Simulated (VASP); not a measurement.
# P (Cmce) in VASP: band structure with HSE06

Aim: the band structure of P with HSE06.

All numbers are computed with VASP 6.6.1; they aren't measurements. Logs are shortened: lines on timing, memory, paths and dates and some standing lists are left out, and cuts for length are marked.

## (1) Starting point

Symmetry: Cmce, No. 64, orthorhombic system. Conventional cell: a = 3.316 Å, b = 10.484 Å, c = 4.379 Å, α = 90.00°, β = 90.00°, γ = 90.00°. Around P (site symmetry m) lie 3 P at 2.22 to 2.24 Å.

## (2) Band structure, HSE06

File POSCAR:

```
P
1.0
    1.6582000000     -5.2420000000      0.0000000000
    1.6582000000      5.2420000000      0.0000000000
    0.0000000000      0.0000000000      4.3793000000
P
4
Direct
    0.8983800000      0.1016200000      0.0806800000
    0.6016200000      0.3983800000      0.5806800000
    0.1016200000      0.8983800000      0.9193200000
    0.3983800000      0.6016200000      0.4193200000
```

File INCAR.step1:

```
SYSTEM = P
  PREC = Accurate
  ENCUT = 520
  EDIFF = 1E-5
  ISMEAR = 0
  SIGMA = 0.1
  LREAL = .FALSE.
  LASPH = .TRUE.
  NELM = 80
  ALGO = Normal
  ISIF = 2
  LWAVE = .TRUE.
  LCHARG = .FALSE.
  GGA = PE
```

File INCAR.step2:

```
SYSTEM = P
  PREC = Accurate
  ENCUT = 520
  EDIFF = 1E-6
  ISMEAR = 0
  SIGMA = 0.1
  LREAL = .FALSE.
  LASPH = .TRUE.
  NELM = 80
  ALGO = Normal
  ISIF = 2
  LWAVE = .FALSE.
  LCHARG = .FALSE.
  GGA = PE
  LHFCALC = .TRUE.
  HFSCREEN = 0.2
  PRECFOCK = Fast
  ISTART = 1
```

File KPOINTS:

```
regular mesh
0
G
  6 6 4
  0 0 0
```

File KPOINTS_OPT:

```
path GXSRAZGYX1A1TY,ZT
12
line-mode
reciprocal
 0.0000000000  0.0000000000  0.0000000000  G
 0.2750161111  0.2750161111  0.0000000000  X

 0.2750161111  0.2750161111  0.0000000000  X
 0.0000000000  0.5000000000  0.0000000000  S

 0.0000000000  0.5000000000  0.0000000000  S
 0.0000000000  0.5000000000  0.5000000000  R

 0.0000000000  0.5000000000  0.5000000000  R
 0.2750161111  0.2750161111  0.5000000000  A

 0.2750161111  0.2750161111  0.5000000000  A
 0.0000000000  0.0000000000  0.5000000000  Z

 0.0000000000  0.0000000000  0.5000000000  Z
 0.0000000000  0.0000000000  0.0000000000  G

 0.0000000000  0.0000000000  0.0000000000  G
-0.5000000000  0.5000000000  0.0000000000  Y

-0.5000000000  0.5000000000  0.0000000000  Y
-0.2750161111  0.7249838889  0.0000000000  X1

-0.2750161111  0.7249838889  0.0000000000  X1
-0.2750161111  0.7249838889  0.5000000000  A1

-0.2750161111  0.7249838889  0.5000000000  A1
-0.5000000000  0.5000000000  0.5000000000  T

-0.5000000000  0.5000000000  0.5000000000  T
-0.5000000000  0.5000000000  0.0000000000  Y

 0.0000000000  0.0000000000  0.5000000000  Z
-0.5000000000  0.5000000000  0.5000000000  T
```

Potentials or basis: VASP PAW PBE potentials, release 64 (P).

Started as:

```sh
$ cat potpaw_PBE.64/P/POTCAR > POTCAR
$ cp INCAR.step1 INCAR
$ mpirun -np 1 vasp_std > vasp.out
$ cp INCAR.step2 INCAR
$ mpirun -np 1 vasp_std > vasp.out
```

OUTCAR:

```text
SYSTEM = P
   PREC = Accurate
   ENCUT = 520
   EDIFF = 1E-6
   ISMEAR = 0
   LREAL = .FALSE.
   LASPH = .TRUE.
   NELM = 80
   ISIF = 2
   GGA = PE
   LHFCALC = .TRUE.
   HFSCREEN = 0.2
   PRECFOCK = Fast
   ISTART = 1

 ion  position               nearest neighbor table
   1  0.898  0.102  0.081-   4 2.22   4 2.22   3 2.24
   2  0.602  0.398  0.581-   3 2.22   3 2.22   4 2.24
   3  0.102  0.898  0.919-   2 2.22   2 2.22   1 2.24
   4  0.398  0.602  0.419-   1 2.22   1 2.22   2 2.24

  LATTYP: Found a base centered orthorhombic cell.
 ALAT       =     3.3164000000
 B/A-ratio  =     3.1612591967
 C/A-ratio  =     1.3204981305

  Lattice vectors:

 A1 = (   1.6582000000,  -5.2420000000,   0.0000000000)
 A2 = (   1.6582000000,   5.2420000000,   0.0000000000)
 A3 = (   0.0000000000,   0.0000000000,   4.3793000000)

Analysis of symmetry for initial positions (statically):
=====================================================================
 Subroutine PRICEL returns:
 Original cell was already a primitive cell.

 Routine SETGRP: Setting up the symmetry group for a
 base centered orthorhombic supercell.

 Subroutine GETGRP returns: Found  8 space group operations
 (whereof  4 operations were pure point group operations)
 out of a pool of  8 trial point group operations.

The static configuration has the point symmetry C_2h.
 The point group associated with its full space group is D_2h.

Analysis of symmetry for dynamics (positions and initial velocities):
=====================================================================
 Subroutine PRICEL returns:
 Original cell was already a primitive cell.

 Routine SETGRP: Setting up the symmetry group for a
 base centered orthorhombic supercell.

 Subroutine GETGRP returns: Found  8 space group operations
 (whereof  4 operations were pure point group operations)
 out of a pool of  8 trial point group operations.

The dynamic configuration has the point symmetry C_2h.
 The point group associated with its full space group is D_2h.

 Subroutine INISYM returns: Found  8 space group operations
 (whereof  4 operations are pure point group operations),
 and found     1 'primitive' translations

----------------------------------------------------------------------------------------

                                     Primitive cell

  volume of cell :      76.1322

  direct lattice vectors                    reciprocal lattice vectors
     1.658200000 -5.242000000  0.000000000     0.301531781 -0.095383441  0.000000000
     1.658200000  5.242000000  0.000000000     0.301531781  0.095383441  0.000000000
     0.000000000  0.000000000  4.379300000     0.000000000  0.000000000  0.228346996

  length of vectors
     5.498017028  5.498017028  4.379300000     0.316258464  0.316258464  0.228346996

  position of ions in fractional coordinates (direct lattice)
     0.898380000  0.101620000  0.080680000
     0.601620000  0.398380000  0.580680000
     0.101620000  0.898380000  0.919320000
     0.398380000  0.601620000  0.419320000

  ion indices of the primitive-cell ions
   primitive index   ion index
                 1           1
                 2           2
                 3           3
                 4           4

----------------------------------------------------------------------------------------

 KPOINTS: regular mesh

Automatic generation of k-mesh.
 Grid dimensions read from file:
 generate k-points for:    6    6    4

 Generating k-lattice:

  Cartesian coordinates                     Fractional coordinates (reciprocal lattice)
     0.050255297 -0.015897240  0.000000000     0.166666667  0.000000000  0.000000000
     0.050255297  0.015897240  0.000000000     0.000000000  0.166666667  0.000000000
     0.000000000  0.000000000  0.057086749     0.000000000  0.000000000  0.250000000

  Length of vectors
     0.052709744  0.052709744  0.057086749

  Shift w.r.t. Gamma in fractional coordinates (k-lattice)
     0.000000000  0.000000000  0.000000000

 Subroutine IBZKPT returns following result:
 ===========================================

 Found     39 irreducible k-points:

 Following reciprocal coordinates:
            Coordinates               Weight
  0.000000  0.000000  0.000000      1.000000
  0.166667  0.000000  0.000000      4.000000
  0.333333 -0.000000  0.000000      4.000000
  0.500000  0.000000  0.000000      2.000000
  0.166667  0.166667  0.000000      2.000000
  0.333333  0.166667  0.000000      4.000000
[... 16 lines left out ...]
  0.333333  0.333333  0.250000      4.000000
  0.500000  0.333333  0.250000      8.000000
 [... further k-points ...]
   k-points           NKPTS =     39   k-points in BZ     NKDIM =    144   number of bands    NBANDS=     14
   number of dos      NEDOS =    301   number of ions     NIONS =      4
   total plane-waves  NPLWV =  63504
   dimension x,y,z NGX =    42 NGY =   42 NGZ =   36
   dimension x,y,z NGXF=    84 NGYF=   84 NGZF=   72
   ions per type =               4
   NGX,Y,Z   is equivalent  to a cutoff of  12.70, 12.70, 13.67 a.u.
   NGXF,Y,Z  is equivalent  to a cutoff of  25.40, 25.40, 27.33 a.u.
 SYSTEM =  P
   PREC   = accura    normal or accurate (medium, high low for compatibility)
   ISTART =      1    job   : 0-new  1-cont  2-samecut
   ICHARG =      0    charge: 1-file 2-atom 10-const
   ISPIN  =      1    spin polarized calculation?
   LNONCOLLINEAR =      F non collinear calculations
   LSORBIT =      F    spin-orbit coupling
   LASPH  =      T    aspherical Exc in radial PAW
   ENCUT  =  520.0 eV  38.22 Ry    6.18 a.u.  10.22 10.22  8.14*2*pi/ulx,y,z
   NELM   =     80;   NELMIN=  2; NELMDL=  0     # of ELM steps
   EDIFF  = 0.1E-05   stopping-criterion for ELM
   LREAL  =      F    real-space projection
   EDIFFG = 0.1E-04   stopping-criterion for IOM
   NSW    =      0    number of steps for IOM
   IBRION =     -1    ionic relax: 0-MD 1-quasi-New 2-CG
   NFREE  =      0    steps in history (QN), initial steepest desc. (CG)
   ISIF   =      2    stress and relaxation
   ISYM   =      3    0-nonsym 1-usesym 2-fastsym
   POTIM  = 0.5000    time-step for ionic-motion
   TEBEG  =    0.0;   TEEND  =   0.0 temperature during run
   PSTRESS=    0.0 pullay stress
   NELECT =      20.0000    total number of electrons
   NUPDOWN=      -1.0000    fix difference up-down
   EMIN   =  10.00;   EMAX   =-10.00  energy-range for DOS
   EFERMI =   0.00;   METHOD = LEGACY
   ISMEAR =     0;   SIGMA  =   0.10  broadening in eV -4-tet -1-fermi 0-gaus
   EFERMI_NEDOS =   21; number of points for ismear=-14 and -15
   IALGO  =     38    algorithm
   IMIX   =      1    mixing-type and parameters
     AMIX     =   0.40;   BMIX     =  1.00
     AMIX_MAG =   1.60;   BMIX_MAG =  1.00
  volume/ion in A,a.u.               =      19.03       128.44
  Fermi-wavevector in a.u.,A,eV,Ry     =   1.048484  1.981348 14.957149  1.099319
  Thomas-Fermi vector in A             =   2.183408
   LORBIT       =      0    0 simple, 1 ext, 2 COOP (PROOUT), +10 PAW based schemes
   GGA     = PE    functional components
   LHFCALC =     T    Hartree Fock is set to
   PRECFOCK=fast      Normal, Fast or Accurate (Low or Medium for compatibility)
   ENCUT4O =  -1.0   cutoff for four orbital integrals eV
   NKREDX  =     1    reduce k-point grid by
   NKREDY  =     1    reduce k-point grid by
   NKREDZ  =     1    reduce k-point grid by
   AEXX    =    0.2500 exact exchange contribution
   HFSCREEN=    0.2000 screening length (either q_TF or 0.3 A-1)
   HFSCREENC=   0.2000 screening length for correlation (either q_TF or 0.3 A-1)
   ENCUTFOCK=  -1.0 apply spherical cutoff to Coloumb kernel
   IVDW    =     0    specifies the selected vdW correction
   LEPSILON=     F    determine dielectric tensor
   LRPA    =     F    only Hartree local field effects (RPA)
 non-spin polarized calculation
 Gauss-broadening in eV      SIGMA  =   0.10
  energy-cutoff  :      520.00
  volume of cell :       76.13
 maximum number of plane-waves:      2064
 NGX is ok and might be reduce to    42
  NGX = 24; NGY = 24; NGZ = 18

 number of electron      19.9999999 magnetization

 Free energy of the ion-electron system (eV)
  ---------------------------------------------------
  ext. energy  EPLUGINS =         0.00000000
  ---------------------------------------------------
  free energy    TOTEN  =       -25.80214462 eV

  energy without entropy =      -25.80200728  energy(sigma->0) =      -25.80207595

 E-fermi :   6.6783     XC(G=0):  -8.1711

 val. band max:        6.5461635671   @ k =   0.5000   0.5000   0.0000
 cond. band min:       6.8108440513   @ k =   0.5000   0.5000   0.0000
 fundamental gap:      0.2646804842
 Fermi energy:         6.6783257403

 k-point     1 :       0.0000    0.0000    0.0000
  band No.  band energies     occupation
      1     -11.2587      2.00000
      2      -7.8960      2.00000
      3      -4.3198      2.00000
      4      -1.4298      2.00000
      5       0.7946      2.00000
      6       1.0993      2.00000
      7       1.8497      2.00000
      8       3.1397      2.00000
      9       3.4780      2.00000
     10       4.7372      2.00000
     11       7.6468      0.00000
     12       8.0883      0.00000
     13       8.9727      0.00000
     14      10.2085      0.00000

 k-point     2 :       0.1667    0.0000    0.0000
  band No.  band energies     occupation
      1     -10.8811      2.00000
      2      -7.5628      2.00000
      3      -4.5932      2.00000
      4      -1.0638      2.00000
      5      -0.0148      2.00000
      6       0.5555      2.00000
      7       1.1142      2.00000
      8       2.7593      2.00000
      9       3.2887      2.00000
     10       4.9461      2.00000
     11       7.9991      0.00000
     12       8.7594      0.00000
     13      10.3964      0.00000
     14      10.6554      0.00000

 k-point     3 :       0.3333   -0.0000    0.0000
  band No.  band energies     occupation
      1      -9.7711      2.00000
      2      -6.5580      2.00000
      3      -5.9743      2.00000
      4      -2.5685      2.00000
      5      -0.0944      2.00000
      6      -0.0934      2.00000
      7       1.8763      2.00000
      8       2.7607      2.00000
      9       3.3469      2.00000
     10       4.4808      2.00000
     11       7.1384      0.00000
     12       8.5174      0.00000
     13       8.8661      0.00000
     14       9.3033      0.00000
[... 324 lines left out ...]
 k-point    23 :       0.3333    0.3333    0.2500
  band No.  band energies     occupation
      1      -9.2408      2.00000
      2      -7.4254      2.00000
      3      -5.5533      2.00000
      4      -2.8682      2.00000
      5      -1.2282      2.00000
      6      -0.0145      2.00000
      7       1.8575      2.00000
      8       2.6334      2.00000
      9       4.1974      2.00000
     10       4.6058      2.00000
     11       7.6282      0.00000
     12       8.9846      0.00000
     13       9.0717      0.00000
     14      10.4082      0.00000

 k-point    24 :       0.5000    0.3333    0.2500
  band No.  band energies     occupation
      1     -10.2925      2.00000
      2      -8.3686      2.00000
      3      -4.7988      2.00000
      4      -2.2906      2.00000
      5      -0.1861      2.00000
      6       1.3449      2.00000
      7       2.0976      2.00000
      8       2.7031      2.00000
      9       4.8349      2.00000
     10       5.0597      2.00000
     11       8.0451      0.00000
     12       8.9471      0.00000
     13       9.8584      0.00000
     14      10.6776      0.00000

 [... further k-points ...]
[... 5 lines left out ...]
  --------------------------------------------------------------------------------------
  -------------------------------------------------------------------------------------
  Total       -0.4185845     -0.2504021     -0.4205984      0.0000000     -0.0000000      0.0000000
  in kB       -8.8089689     -5.2696273     -8.8513523      0.0000000     -0.0000000      0.0000000
  external PRESSURE =      -7.6433162 kB  Pullay stress =       0.0000000 kB

 VOLUME and BASIS-vectors are now :
 -----------------------------------------------------------------------------
  energy-cutoff  :      520.00
  volume of cell :       76.13
      direct lattice vectors                 reciprocal lattice vectors
     1.658200000 -5.242000000  0.000000000     0.301531781 -0.095383441  0.000000000
     1.658200000  5.242000000  0.000000000     0.301531781  0.095383441  0.000000000
     0.000000000  0.000000000  4.379300000     0.000000000  0.000000000  0.228346996

 POSITION                                       TOTAL-FORCE (eV/Angst)
 -----------------------------------------------------------------------------------
      1.65820     -4.17662      0.35332         0.000000     -0.255252      0.219115
      1.65820     -1.06538      2.54297         0.000000      0.255252      0.219115
      1.65820      4.17662      4.02598         0.000000      0.255252     -0.219115
      1.65820      1.06538      1.83633         0.000000     -0.255252     -0.219115
 -----------------------------------------------------------------------------------
    total drift:                                0.000000      0.000000     -0.000000

  FREE ENERGIE OF THE ION-ELECTRON SYSTEM (eV)
  ---------------------------------------------------
  free  energy   TOTEN  =       -25.8021446241 eV

  energy  without entropy=      -25.8020072773  energy(sigma->0) =      -25.80207595
```

Run time: 74 min. Hardware: 1 thread of Intel Xeon 6975P-C (Granite Rapids), shared host; peak memory 0.44 GiB.

Results:

```
Free energy             : -25.8021 eV
Pressure                : -0.8 GPa
Largest force           : 0.336 eV/Å
Band gap on the k mesh  : 0.26 eV, direct
Band gap along the path : 0.26 eV, direct
```

Forces in eV/Å, atoms in the order of the input:
```
P    0.000 -0.255  0.219
P    0.000  0.255  0.219
P    0.000  0.255 -0.219
P    0.000 -0.255 -0.219
```

Stress tensor (GPa, compression positive):
```
-0.88  0.00  0.00
 0.00 -0.53  0.00
 0.00  0.00 -0.89
```

Levels at the corners of the path, in eV from the valence-band top:
```
point  band 8  band 9  band 10  band 11  band 12  band 13
    Γ   -3.41   -3.07    -1.81     1.10     1.54     2.43
    X   -4.02   -3.32    -2.76     1.10     1.26     1.35
    X   -4.02   -3.32    -2.76     1.10     1.26     1.35
    S   -3.99   -3.20    -3.20     1.18     1.18     1.55
    S   -3.99   -3.20    -3.20     1.18     1.18     1.55
    R   -6.44   -2.46    -2.46     2.11     2.11     4.59
    R   -6.44   -2.46    -2.46     2.11     2.11     4.59
    A   -5.44   -2.39    -2.39     2.39     2.39     4.28
    A   -5.44   -2.39    -2.39     2.39     2.39     4.28
    Z   -3.74   -1.68    -1.68     1.88     1.88     3.12
    Z   -3.74   -1.68    -1.68     1.88     1.88     3.12
    Γ   -3.41   -3.07    -1.81     1.10     1.54     2.43
    Γ   -3.41   -3.07    -1.81     1.10     1.54     2.43
    Y   -2.74   -2.06     0.00     0.26     1.08     2.85
    Y   -2.74   -2.06     0.00     0.26     1.08     2.85
   X1   -4.02   -3.32    -2.76     1.10     1.26     1.35
   X1   -4.02   -3.32    -2.76     1.10     1.26     1.35
   A1   -5.44   -2.39    -2.39     2.39     2.39     4.28
   A1   -5.44   -2.39    -2.39     2.39     2.39     4.28
    T   -3.15   -2.01    -2.01     1.84     1.84     3.07
    T   -3.15   -2.01    -2.01     1.84     1.84     3.07
    Y   -2.74   -2.06     0.00     0.26     1.08     2.85
    Z   -3.74   -1.68    -1.68     1.88     1.88     3.12
    T   -3.15   -2.01    -2.01     1.84     1.84     3.07
```

Caveat: the PAW data sets were made with another functional, which shifts forces and pressure a little.
